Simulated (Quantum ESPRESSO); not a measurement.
# CdS (Greenockite) (P6_3mc) in Quantum ESPRESSO: equation of state

Aim: energy against volume of CdS (Greenockite) in PBEsol, for its equilibrium volume and stiffness.

Everything below comes from runs of Quantum ESPRESSO 7.5. Logs are shortened: lines on timing, memory, paths and dates and some standing lists are left out, and cuts for length are marked.

### 1 Starting point

The structure is hexagonal, space group P6_3mc (No. 186). Conventional cell: a = 4.150 Å, b = 4.150 Å, c = 6.737 Å, α = 90.00°, β = 90.00°, γ = 120.00°. Cd (site symmetry 3m) has 4 S at 2.53 to 2.54 Å as nearest neighbours. S (site symmetry 3m) is surrounded by 4 Cd at 2.53 to 2.54 Å.

### 2 Single point, PBEsol, 23.61 Å³/atom

pw.in

```
&CONTROL
  calculation = 'scf'
  prefix = 'pwscf'
  outdir = './tmp'
  pseudo_dir = './pseudo'
  tstress = .true.
  disk_io = 'nowf'
/
&SYSTEM
  ibrav = 0
  nat = 4
  ntyp = 2
  ecutwfc = 45
  ecutrho = 360
  nbnd = 26
  occupations = 'smearing'
  smearing = 'fd'
  degauss = 0.00367493
/
&ELECTRONS
  conv_thr = 8d-10
  electron_maxstep = 120
  mixing_beta = 0.5
/
ATOMIC_SPECIES
Cd   112.4140 cd_pbesol_v1.uspp.F.UPF
S     32.0600 s_pbesol_v1.4.uspp.F.UPF
CELL_PARAMETERS angstrom
   4.0652823512    0.0000000000    0.0000000000
  -2.0326411756    3.5206377897    0.0000000000
   0.0000000000    0.0000000000    6.5994716144
ATOMIC_POSITIONS crystal
Cd     0.6666666667    0.3333333333    0.5000000000
Cd     0.3333333333    0.6666666667    0.0000000000
S      0.6666666667    0.3333333333    0.8750000000
S      0.3333333333    0.6666666667    0.3750000000
K_POINTS automatic
7 7 4 0 0 0
```

Potentials or basis: GBRV 1.5 PBEsol.

On the command line:

```sh
$ OMP_NUM_THREADS=1 mpirun -n 2 pw.x -nk 2 -in pw.in > pw.out
```

pw.out:

```text
This program is part of the open-source Quantum ESPRESSO suite
     for quantum simulation of materials; please cite
         "P. Giannozzi et al., J. Phys.:Condens. Matter 21 395502 (2009);
         "P. Giannozzi et al., J. Phys.:Condens. Matter 29 465901 (2017);
         "P. Giannozzi et al., J. Chem. Phys. 152 154105 (2020);
     in publications or presentations arising from this work. More details at

     Message from routine setup:
     using ibrav=0 with symmetry is DISCOURAGED, use correct ibrav instead

     K-points division:     npool     =       2
     Subspace diagonalization in iterative solution of the eigenvalue problem:
     a serial algorithm will be used

     G-vector sticks info
     --------------------
     sticks:   dense  smooth     PW     G-vecs:    dense   smooth      PW
     Sum        1483     745    211                73509    26033    4043

     Using Slab Decomposition

     bravais-lattice index     =            0
     lattice parameter (alat)  =       7.6823  a.u.
     unit-cell volume          =     637.4085 (a.u.)^3
     number of atoms/cell      =            4
     number of atomic types    =            2
     number of electrons       =        36.00
     number of Kohn-Sham states=           26
     kinetic-energy cutoff     =      45.0000  Ry
     charge density cutoff     =     360.0000  Ry
     scf convergence threshold =      8.0E-10
     mixing beta               =       0.5000
     number of iterations used =            8  plain     mixing
     Exchange-correlation= SLA  PW   PSX  PSC
                           (   1   4  10   8   0   0   0)

     celldm(1)=   7.682270  celldm(2)=   0.000000  celldm(3)=   0.000000
     celldm(4)=   0.000000  celldm(5)=   0.000000  celldm(6)=   0.000000

     crystal axes: (cart. coord. in units of alat)
               a(1) = (   1.000000   0.000000   0.000000 )
               a(2) = (  -0.500000   0.866025   0.000000 )
               a(3) = (   0.000000   0.000000   1.623373 )

     reciprocal axes: (cart. coord. in units 2 pi/alat)
               b(1) = (  1.000000  0.577350 -0.000000 )
               b(2) = (  0.000000  1.154701  0.000000 )
               b(3) = (  0.000000 -0.000000  0.616001 )

     PseudoPot. # 1 for Cd read from file:
     cd_pbesol_v1.uspp.F.UPF
     Pseudo is Ultrasoft + core correction, Zval = 12.0
     Generated by new atomic code, or converted to UPF format
     Using radial grid of  889 points,  6 beta functions with:
                l(1) =   0
                l(2) =   0
                l(3) =   1
                l(4) =   1
                l(5) =   2
                l(6) =   2
     Q(r) pseudized with  6 coefficients,  rinner =    1.000   1.000   1.000
                                                       1.000   1.000

     PseudoPot. # 2 for S  read from file:
     s_pbesol_v1.4.uspp.F.UPF
     Pseudo is Ultrasoft + core correction, Zval =  6.0
     Generated by new atomic code, or converted to UPF format
     Using radial grid of  907 points,  6 beta functions with:
                l(1) =   0
                l(2) =   0
                l(3) =   1
                l(4) =   1
                l(5) =   2
                l(6) =   2
     Q(r) pseudized with  8 coefficients,  rinner =    1.300   1.300   1.300
                                                       1.300   1.300

     atomic species   valence    mass     pseudopotential
     Cd               12.00   112.41400     Cd( 1.00)
     S                 6.00    32.06000     S ( 1.00)

     12 Sym. Ops. (no inversion) found ( 6 have fractional translation)

   Cartesian axes

     site n.     atom                  positions (alat units)
         1        Cd     tau(   1) = (   0.5000000   0.2886751   0.8116867  )
         2        Cd     tau(   2) = (  -0.0000000   0.5773503   0.0000000  )
         3        S      tau(   3) = (   0.5000000   0.2886751   1.4204518  )
         4        S      tau(   4) = (  -0.0000000   0.5773503   0.6087651  )

     number of k points=    24  Fermi-Dirac smearing, width (Ry)=  0.0037
                       cart. coord. in units 2pi/alat
        k(    1) = (   0.0000000   0.0000000   0.0000000), wk =   0.0102041
        k(    2) = (   0.0000000   0.0000000   0.1540003), wk =   0.0204082
        k(    3) = (   0.0000000   0.0000000  -0.3080006), wk =   0.0102041
        k(    4) = (   0.0000000   0.1649572   0.0000000), wk =   0.0612245
        k(    5) = (   0.0000000   0.1649572   0.1540003), wk =   0.1224490
        k(    6) = (   0.0000000   0.1649572  -0.3080006), wk =   0.0612245
[... 16 lines left out ...]
        k(   23) = (   0.2857143   0.4948717   0.1540003), wk =   0.1224490
        k(   24) = (   0.2857143   0.4948717  -0.3080006), wk =   0.0612245

     Dense  grid:    73509 G-vectors     FFT dimensions: (  48,  48,  80)

     Smooth grid:    26033 G-vectors     FFT dimensions: (  36,  36,  54)

     Initial potential from superposition of free atoms

     starting charge      34.9999, renormalised to      36.0000

     negative rho (up, down):  4.369E-02 0.000E+00
     Starting wfcs are   26 randomized atomic wfcs

     Self-consistent Calculation

     iteration #  1     ecut=    45.00 Ry     beta= 0.50
     Davidson diagonalization with overlap
     ethr =  1.00E-02,  avg # of iterations =  5.1

     Threshold (ethr) on eigenvalues was too large:
     Diagonalizing with lowered threshold

     Davidson diagonalization with overlap
     ethr =  5.94E-04,  avg # of iterations =  1.9

     negative rho (up, down):  4.262E-02 0.000E+00

     total energy              =    -277.10599932 Ry
     estimated scf accuracy    <       0.21187418 Ry

     iteration #  2     ecut=    45.00 Ry     beta= 0.50
     Davidson diagonalization with overlap
     ethr =  5.89E-04,  avg # of iterations =  2.0

     negative rho (up, down):  4.331E-02 0.000E+00

     total energy              =    -277.16805489 Ry
     estimated scf accuracy    <       0.01904100 Ry

     iteration #  3     ecut=    45.00 Ry     beta= 0.50
     Davidson diagonalization with overlap
     ethr =  5.29E-05,  avg # of iterations =  3.2

     negative rho (up, down):  4.386E-02 0.000E+00

     total energy              =    -277.17009160 Ry
     estimated scf accuracy    <       0.00201315 Ry

     iteration #  4     ecut=    45.00 Ry     beta= 0.50
     Davidson diagonalization with overlap
     ethr =  5.59E-06,  avg # of iterations =  4.4

     negative rho (up, down):  4.387E-02 0.000E+00

     total energy              =    -277.17036406 Ry
     estimated scf accuracy    <       0.00016863 Ry

     iteration #  5     ecut=    45.00 Ry     beta= 0.50
     Davidson diagonalization with overlap
     ethr =  4.68E-07,  avg # of iterations =  5.9

     negative rho (up, down):  4.397E-02 0.000E+00

     total energy              =    -277.17047664 Ry
     estimated scf accuracy    <       0.00000563 Ry

     iteration #  6     ecut=    45.00 Ry     beta= 0.50
     Davidson diagonalization with overlap
     ethr =  1.56E-08,  avg # of iterations =  6.4

     negative rho (up, down):  4.400E-02 0.000E+00

     total energy              =    -277.17048439 Ry
     estimated scf accuracy    <       0.00000524 Ry

     iteration #  7     ecut=    45.00 Ry     beta= 0.50
     Davidson diagonalization with overlap
     ethr =  1.45E-08,  avg # of iterations =  2.0

     negative rho (up, down):  4.401E-02 0.000E+00

     total energy              =    -277.17048610 Ry
     estimated scf accuracy    <       0.00000051 Ry

     iteration #  8     ecut=    45.00 Ry     beta= 0.50
     Davidson diagonalization with overlap
     ethr =  1.40E-09,  avg # of iterations =  2.5

     negative rho (up, down):  4.401E-02 0.000E+00

     total energy              =    -277.17048621 Ry
     estimated scf accuracy    <       0.00000001 Ry

     iteration #  9     ecut=    45.00 Ry     beta= 0.50
     Davidson diagonalization with overlap
     ethr =  2.82E-11,  avg # of iterations =  9.0

     negative rho (up, down):  4.401E-02 0.000E+00

     End of self-consistent calculation

          k = 0.0000 0.0000 0.0000 (  3285 PWs)   bands (ev):

    -6.5582  -6.0492  -1.7372  -1.7110  -1.7110  -1.6099  -1.6099  -1.2302
    -1.2302  -1.1198  -1.1198  -0.7376   1.3489   5.3013   5.3013   6.1220
     6.1769   6.1769   7.3339   8.8809  12.4818  12.4818  12.8052  13.6539
    13.6539  13.8986

          k = 0.0000 0.0000 0.1540 (  3273 PWs)   bands (ev):

    -6.4826  -6.1213  -1.7005  -1.7005  -1.6934  -1.6291  -1.6291  -1.2102
    -1.2102  -1.1320  -1.1320  -1.0912   2.0843   5.0567   5.4211   5.4211
     6.0392   6.0392   8.2599   8.9613  12.3163  12.5551  12.5551  13.2599
    13.3475  13.3475

          k = 0.0000 0.0000-0.3080 (  3218 PWs)   bands (ev):

    -6.3003  -6.3003  -1.6691  -1.6691  -1.6691  -1.6691  -1.5053  -1.5053
    -1.1674  -1.1674  -1.1674  -1.1674   3.5214   3.5214   5.7212   5.7212
     5.7212   5.7212   8.9883   8.9883  12.2618  12.2618  12.8506  12.8506
    12.8506  12.8506

          k = 0.0000 0.1650 0.0000 (  3242 PWs)   bands (ev):

    -6.4763  -6.0140  -1.7080  -1.6790  -1.6613  -1.5731  -1.5627  -1.2496
    -1.2292  -1.1577  -1.1121  -0.6800   1.5041   4.4671   5.0284   5.1320
     5.9508   6.0187   8.3153   9.6246  11.8663  12.7828  12.9632  13.3725
    13.6881  14.1083

          k = 0.0000 0.1650 0.1540 (  3242 PWs)   bands (ev):

    -6.4064  -6.0782  -1.6810  -1.6654  -1.6415  -1.5896  -1.5834  -1.2339
    -1.2097  -1.2047  -1.1268  -0.9649   2.1704   4.5224   4.7029   5.1620
     5.6805   5.8602   8.8590   9.7017  11.8706  12.2962  12.7716  12.8897
    13.7522  13.7864

          k = 0.0000 0.1650-0.3080 (  3220 PWs)   bands (ev):

    -6.2395  -6.2395  -1.6376  -1.6376  -1.6279  -1.6279  -1.4795  -1.4795
    -1.1659  -1.1659  -1.1489  -1.1489   3.4284   3.4284   5.1065   5.1065
     5.4988   5.4988   9.6431   9.6431  11.6651  11.6651  13.0520  13.0520
    13.2469  13.2469

          k = 0.0000 0.3299 0.0000 (  3244 PWs)   bands (ev):

    -6.2802  -5.9440  -1.6493  -1.6208  -1.5263  -1.4551  -1.4298  -1.2873
    -1.2023  -1.1944  -1.0948  -0.5599   1.8290   3.1808   3.7922   4.4899
     5.4437   5.6583   9.3796  10.1115  11.4997  12.3572  13.1092  13.7472
    14.3213  14.6515
[... 87 lines left out ...]
    -6.0142  -5.9236  -1.5983  -1.5606  -1.4596  -1.3896  -1.3179  -1.2402
    -1.1589  -1.1248  -0.7258  -0.6070   1.6627   2.1024   3.5329   4.1189
     4.6218   4.8961   9.8856  10.6452  11.6943  11.7859  12.6966  14.0921
    14.5997  15.6336

          k = 0.1429 0.5774-0.3080 (  3246 PWs)   bands (ev):

    -5.9622  -5.9622  -1.5602  -1.5602  -1.4766  -1.4766  -1.2713  -1.2713
    -1.1468  -1.1468  -0.6661  -0.6661   1.7331   1.7331   4.0913   4.0913
     4.8290   4.8290   9.9939   9.9939  11.7344  11.7344  13.1752  13.1752
    14.8750  14.8750

          k = 0.2857 0.4949 0.0000 (  3258 PWs)   bands (ev):

    -6.0079  -5.9191  -1.6479  -1.4959  -1.4146  -1.3571  -1.2724  -1.2446
    -1.1971  -1.1447  -0.7502  -0.4907   1.9883   2.3799   2.9207   3.6979
     4.4642   4.4904  10.6446  11.0491  11.4588  12.7724  13.2851  13.7937
    14.4671  15.5924

          k = 0.2857 0.4949 0.1540 (  3245 PWs)   bands (ev):

    -5.9883  -5.9252  -1.6028  -1.5194  -1.4606  -1.3871  -1.2614  -1.2567
    -1.1838  -1.1723  -0.7079  -0.5222   1.8481   2.1510   3.1003   4.1365
     4.2693   4.7830  10.6673  10.8840  11.4565  12.4428  12.7685  13.2847
    14.7616  15.4053

          k = 0.2857 0.4949-0.3080 (  3240 PWs)   bands (ev):

    -5.9499  -5.9499  -1.5284  -1.5284  -1.4824  -1.4824  -1.2653  -1.2653
    -1.1805  -1.1805  -0.6108  -0.6108   1.8546   1.8546   3.6136   3.6136
     4.8747   4.8747  10.4748  10.4748  12.0942  12.0942  12.6791  12.6791
    14.7657  14.7658

     the Fermi energy is     6.7823 ev

!    total energy              =    -277.17048624 Ry
     estimated scf accuracy    <          4.1E-10 Ry
     smearing contrib. (-TS)   =      -0.00000002 Ry
     internal energy E=F+TS    =    -277.17048623 Ry

     The total energy is F=E-TS. E is the sum of the following terms:
     one-electron contribution =     -72.74850729 Ry
     hartree contribution      =      63.82073583 Ry
     xc contribution           =     -94.94157862 Ry
     ewald contribution        =    -173.30113616 Ry

     convergence has been achieved in   9 iterations

     Computing stress (Cartesian axis) and pressure

     negative rho (up, down):  4.401E-02 0.000E+00
          total   stress  (Ry/bohr**3)                   (kbar)     P=       34.58
   0.00021660  -0.00000000   0.00000000           31.86       -0.00        0.00
  -0.00000000   0.00021660   0.00000000           -0.00       31.86        0.00
  -0.00000000  -0.00000000   0.00027195           -0.00       -0.00       40.01

=------------------------------------------------------------------------------=
   JOB DONE.
=------------------------------------------------------------------------------=
```

Wall time 25 s (2 MPI ranks of AMD EPYC 7R43 (Zen 3), shared host); peak memory 0.42 GiB.

Results:

- Free energy: -3771.0966 eV
- Pressure: 3.5 GPa
- Band gap on the k mesh: 1.16 eV, direct

### 3 Single point, PBEsol, 24.12 Å³/atom

pw.in: that of step 2 with these lines changed.

```diff
@@ -28,5 +28,5 @@
 CELL_PARAMETERS angstrom
-   4.0652823512    0.0000000000    0.0000000000
-  -2.0326411756    3.5206377897    0.0000000000
-   0.0000000000    0.0000000000    6.5994716144
+   4.0939120434    0.0000000000    0.0000000000
+  -2.0469560217    3.5454318304    0.0000000000
+   0.0000000000    0.0000000000    6.6459482979
 ATOMIC_POSITIONS crystal
```

Potentials or basis: GBRV 1.5 PBEsol.

On the command line:

```sh
$ OMP_NUM_THREADS=1 mpirun -n 2 pw.x -nk 2 -in pw.in > pw.out
```

Wall time 26 s (2 MPI ranks of AMD EPYC 7R43 (Zen 3), shared host); peak memory 0.42 GiB.

It converged, with:

```yaml
Free_energy: -3771.1303 eV
Pressure: 1.9 GPa
Band_gap_on_the_k_mesh: 1.11 eV, direct
```

### 4 Single point, PBEsol, 24.62 Å³/atom

pw.in: that of step 3 with these lines changed.

```diff
@@ -28,5 +28,5 @@
 CELL_PARAMETERS angstrom
-   4.0939120434    0.0000000000    0.0000000000
-  -2.0469560217    3.5454318304    0.0000000000
-   0.0000000000    0.0000000000    6.6459482979
+   4.1221468118    0.0000000000    0.0000000000
+  -2.0610734059    3.5698838571    0.0000000000
+   0.0000000000    0.0000000000    6.6917838725
 ATOMIC_POSITIONS crystal
```

On the command line:

```sh
$ OMP_NUM_THREADS=1 mpirun -n 2 pw.x -nk 2 -in pw.in > pw.out
```

Wall time 28 s (2 MPI ranks of AMD EPYC 7R43 (Zen 3), shared host); peak memory 0.42 GiB.

It converged, with:

```yaml
Free_energy: -3771.1458 eV
Pressure: 0.5 GPa
Band_gap_on_the_k_mesh: 1.07 eV, direct
```

(Continued in part 2 of 2.)
